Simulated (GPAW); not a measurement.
# Co (P6_3/mmc) in GPAW: equation of state

How stiff is Co in PBEsol, and what volume does it want? The cell is scaled to several volumes.

All numbers are computed with GPAW 26.7.0; they aren't measurements. Logs are shortened: lines on timing, memory, paths and dates and some standing lists are left out, and cuts for length are marked. The log counts tension as positive stress, the text compression.

## Step 1: Starting point

It takes space group P6_3/mmc (No. 194, hexagonal). Conventional cell: a = 2.472 Å, b = 2.472 Å, c = 4.021 Å, α = 90.00°, β = 90.00°, γ = 120.00°. Around Co (site symmetry -6m2) lie 12 Co at 2.47 Å.

## Step 2: Equation of state, PBEsol, collinear spin, ferromagnetic start

run.py

```python
from ase import Atoms
from ase.eos import EquationOfState
from ase.io import Trajectory
from ase.units import GPa
from ase.parallel import parprint
from gpaw import GPAW, PW, setup_paths

setup_paths.insert(0, '.')

atoms = Atoms(['Co', 'Co'],
              cell=[[2.4719999032, 0.0, 0.0],
                    [-1.2359999516, 2.1408147143, 0.0],
                    [0.0, 0.0, 4.02114408]],
              scaled_positions=[[0.6666666667, 0.3333333333, 0.75],
                                [0.3333333333, 0.6666666667, 0.25]],
              pbc=True)
atoms.set_initial_magnetic_moments([2.0, 2.0])

traj = Trajectory('eos.traj', 'w')
volumes, energies = [], []
for x in [0.94, 0.96, 0.98, 1.0, 1.02, 1.04, 1.06]:
    a = atoms.copy()
    a.set_cell(atoms.cell * x**(1 / 3), scale_atoms=True)
    calc = GPAW(mode=PW(600),
                xc='PBEsol',
                kpts={'size': (12, 12, 7), 'gamma': True},
                occupations={'name': 'fermi-dirac', 'width': 0.05},
                nbands=21,
                convergence={'density': 1e-05, 'energy': 1e-05},
                maxiter=150,
                txt=f'eos-{x:.2f}.txt')
    a.calc = calc
    energies.append(a.get_potential_energy(force_consistent=True))
    volumes.append(a.get_volume())
    p = -a.get_stress()[:3].mean() / GPa
    calc.write(f'eos-{x:.2f}.gpw')
    traj.write(a)
    parprint(f'{x:.2f} {volumes[-1]:10.4f} A^3 {energies[-1]:14.6f} eV {p:9.3f} GPa', flush=True)

v0, e0, B = EquationOfState(volumes, energies, eos='birchmurnaghan').fit()
parprint(f'V0 = {v0:.4f} A^3, E0 = {e0:.6f} eV, B0 = {B / GPa:.2f} GPa')
```

Potentials or basis: PAW data sets generated in the run's folder for this functional, pw.

Started as:

```sh
$ gpaw-setup -f PBEsol Co
$ OMP_NUM_THREADS=1 mpirun -n 4 gpaw python run.py
```

Log:

```text
__  _  _
 | _ |_)|_||  |
 |__||  | ||/\| - 26.7.0

Input parameters:
  mode=PW(ecut=600.0),
  convergence={'density': 1e-05, 'energy': 1e-05},
  kpts=MonkhorstPack(size=(12, 12, 7), gamma=True),
  maxiter=150,
  nbands=21,
  occupations=Occupations(name='fermi-dirac', width=0.05),
  xc=XC(name='PBEsol')

Diagonalizing LCAO Hamiltonian
Converting LCAO to pw mode

          Co

        Co

Atoms  # Å, Bohr magnetons
|   | symbol |         x |        y |        z |    initial magnetic moments |
|---|--------|-----------|----------|----------|-----------------------------|
| 0 |     Co |  1.210768 | 0.699037 | 2.954293 | ( 0.0000,  0.0000,  2.0000) |
| 1 |     Co | -0.000000 | 1.398075 | 0.984764 | ( 0.0000,  0.0000,  2.0000) |

Unit cell  # Å
| periodic |         x |        y |        z |  lengths |     angles |
|----------|-----------|----------|----------|----------|------------|
|      yes |  2.421537 | 0.000000 | 0.000000 | 2.421537 |  90.000000 |
|      yes | -1.210768 | 2.097112 | 0.000000 | 2.421537 |  90.000000 |
|      yes |  0.000000 | 0.000000 | 3.939057 | 3.939057 | 120.000000 |

Number of symmetries: 12
Symmetry operations  # r_c * U_cc + t_c -> r_c
|    | kind |            matrix            |
|----|------|------------------------------|
|  0 |  σ   |  1, 1, 0,  0,-1, 0,  0, 0, 1 |
|  1 |  S6  |  1, 1, 0, -1, 0, 0,  0, 0,-1 |
|  2 |  E   |  1, 0, 0,  0, 1, 0,  0, 0, 1 |
|  3 |  C2  |  1, 0, 0, -1,-1, 0,  0, 0,-1 |
|  4 |  C2  |  0, 1, 0,  1, 0, 0,  0, 0,-1 |
|  5 |  C3  |  0, 1, 0, -1,-1, 0,  0, 0, 1 |
|  6 |  S6  |  0,-1, 0,  1, 1, 0,  0, 0,-1 |
|  7 |  σ   |  0,-1, 0, -1, 0, 0,  0, 0, 1 |
|  8 |  σ   | -1, 0, 0,  1, 1, 0,  0, 0, 1 |
|  9 |  i   | -1, 0, 0,  0,-1, 0,  0, 0,-1 |
| 10 |  C3  | -1,-1, 0,  1, 0, 0,  0, 0, 1 |
| 11 |  C2  | -1,-1, 0,  0, 1, 0,  0, 0,-1 |

BZ-sampling:
  Number of BZ points: 1008
  Number of IBZ points: 112

  Monkhorst-Pack size: [12, 12, 7]
  Monkhorst-Pack shift: [0.041666666666666664, 0.041666666666666664, 0.0]

K-points  # in reciprocal-cell coordinates
|     |                                coordinates |     weight |
|-----|--------------------------------------------|------------|
|   0 | ( -0.00000000,  -0.00000000,   0.00000000) | 0.00099206 |
|   1 | ( -0.00000000,  -0.00000000,   0.14285714) | 0.00198413 |
|   2 | ( -0.00000000,  -0.00000000,   0.28571429) | 0.00198413 |
|   3 | ( -0.00000000,  -0.00000000,   0.42857143) | 0.00198413 |
|   4 | (  0.08333333,  -0.00000000,  -0.42857143) | 0.00595238 |
|   5 | (  0.08333333,  -0.00000000,  -0.28571429) | 0.00595238 |
|   6 | (  0.08333333,  -0.00000000,  -0.14285714) | 0.00595238 |
|   7 | (  0.08333333,  -0.00000000,   0.00000000) | 0.00595238 |
|   8 | (  0.08333333,  -0.00000000,   0.14285714) | 0.00595238 |
|   9 | (  0.08333333,  -0.00000000,   0.28571429) | 0.00595238 |
| ... |                                            |            |
| 111 | (  0.50000000,   0.50000000,   0.42857143) | 0.00595238 |

Plane wave coefficients: 687
Cutoff: 600.0 eV

Spin-components: 2 (collinear spins)
Bands:           21
Projectors:      12
Spin-degeneracy: 1
Datatype:        complex128

Parallelization:
  kpt:    4
  domain: 1
  band:   1

Density:
  Valence electrons: 18.0
  Components: 2
  Grid points: [14 14 24]
  Charge: 0.0  # |e|

Potential:
  Grid points: [14 14 24]

species:
  Co:
    name:    Cobalt
    Z:       27.0
    valence: 9
    core:    18
    charge:  0.0  # [|e|]
    compensation charges:
      type: gauss
      rc: 0.32  # [Å]
      lmax: 2
    cutoffs:
      filter: 1.87  # [Å]
      core: 2.55  # [Å]
    projectors
    | kind |    occ | energy [eV] | rcut [Å] |
    |------|--------|-------------|----------|
    |   4s |  2.000 |      -5.488 |    1.005 |
    |   4p |  0.000 |      -1.248 |    1.058 |
    |   3d |  7.000 |      -8.230 |    1.005 |
    |    s |        |      21.723 |    1.005 |
    |    p |        |      25.963 |    1.058 |
    |    d |        |      18.981 |    1.005 |

    Using partial waves for Co as LCAO basis

Reference energy: -75737.720984  # eV

eigensolver:
  PPCG
  Converge bands: occupied
  niter=2

density mixing:
  MSR1-Mixer
  Pratt-step length: 0.05
  Maximum mixing coefficient: 0.75
  Old densities: 10
  SVD Regularization: 0.005
  Good broyden scale: 1.0
  Trust region scale: 1.0
  Backstep threshold: 4.0
  History deletion threshold: 6.0
  Fourier metric: weight=20.0, sigma=0.015

occupation numbers:
  Fermi-Dirac:
    width: 0.0500  # eV

poisson solver:
  ecut: 4800.0  # eV

xc functional:
  name: PBEsol with 2 nearest neighbor stencil

convergence criteria:
- Maximum integral of absolute [dens]ity change: 1e-05 electrons / valence electron
- Maximum [total energy] change in last 3 cyles: 1e-05 eV / valence electron
- Maximum integral of absolute [eigenst]ate change: 4e-08 eV^2 / valence electron
maximum number of iterations: 150

SCF iterations
|iter     | |      energy | eigst |  dens |  magmom |
|---------|-|-------------|-------|-------|---------|
|iter:   1| |  -17.832242 | +0.31 |       |  +4.0059|
|iter:   2| |  -17.811417 | -2.08 | -1.10 |  +3.9668|
|iter:   3| |  -17.829805 | -2.46 | -1.14 |  +3.6449|
|iter:   4| |  -17.865291 | -3.50 | -1.45 |  +3.4525|
|iter:   5| |  -17.893028 | -3.18 | -1.62 |  +3.1199|
|iter:   6| |  -17.893974 | -4.93 | -2.35 |  +3.0484|
|iter:   7| |  -17.894059 | -5.92 | -2.91 |  +3.0302|
|iter:   8| |  -17.894065c| -7.27 | -3.78 |  +3.0284|
|iter:   9| |  -17.894066c| -8.04c| -4.08 |  +3.0287|
|iter:  10| |  -17.894066c| -8.71c| -4.82 |  +3.0287|
|iter:  11| |  -17.894066c| -8.83c| -5.07c|  +3.0288|

Converged in 11 steps
Energy contributions relative to reference atoms: (reference = -75737.720984)

Energy contributions:
  Kinetic:          23.737723
  Coulomb:         -18.990401
  Zero:             -0.076898
  External:          0.000000
  Xc:              -22.557487
  Entropy:          -0.014004
  Spinorbit:         0.000000
  ----------------------------
  Free energy:     -17.901068
  Extrapolated:    -17.894066

dipole moment: (-0.000001, -0.000002, -0.000003)  # |e|*Ang

Total magnetic moment: (0.000000, 0.000000, 3.028766)

Local magnetic moments
|        x |        y |        z |
|----------|----------|----------|
| 0.000000 | 0.000000 | 1.573537 |  # Co   0
| 0.000000 | 0.000000 | 1.573537 |  # Co   1

Fermi level: 11.687
Eigenvalues  # (at kpt = [-0.000, -0.000, 0.000])
| band index |      eig [eV] | occ [0-1] |      eig [eV] | occ [0-1] |
|------------|---------------|-----------|---------------|-----------|
|          0 |         2.100 |     1.000 |         2.164 |     1.000 |
|        ... |               |           |               |           |
|          3 |         9.009 |     1.000 |        10.532 |     1.000 |
|          4 |         9.009 |     1.000 |        10.532 |     1.000 |
|          5 |         9.366 |     1.000 |        10.943 |     1.000 |
|          6 |         9.366 |     1.000 |        10.943 |     1.000 |
|          7 |         9.800 |     1.000 |        11.336 |     0.999 |
|          8 |         9.800 |     1.000 |        11.459 |     0.990 |
[... 8 lines left out ...]
|         17 |        38.113 |     0.000 |        38.155 |     0.000 |
|         18 |        38.819 |     0.000 |        39.202 |     0.000 |
|        ... |               |           |               |           |
|         20 |        42.242 |     0.000 |        43.458 |     0.000 |

No gap
No difference between direct/indirect transitions

Stress tensor  # eV/Ang^3
|         x |         y |         z |
|-----------|-----------|-----------|
| -0.069260 |  0.000000 |  0.000000 |
| -0.000000 | -0.069260 |  0.000000 |
|  0.000000 |  0.000000 | -0.050917 |

# Writing to eos-0.94.gpw (mode='')
```

Wall time 74 s (4 MPI ranks of Intel Xeon 6975P-C (Granite Rapids), shared host); peak memory 0.22 GiB.

What came out:

| Quantity | Value |
| --- | --- |
| Equilibrium volume | 10.46 Å³/atom |
| Bulk modulus at fixed shape and positions | 235 GPa |
| Pressure derivative of the bulk modulus | 4.6 |

Energy against volume, from the lowest point:
```tsv
volume (Å³/atom)	energy (meV/atom)
10.002	16.17
10.215	4.40
10.427	0.00
10.640	1.92
10.853	9.75
11.066	22.67
11.279	40.23
```

Caveat: the cell was scaled at fixed shape and fractional positions, which overstates the stiffness of a crystal with free parameters, most of all of layers and chains.
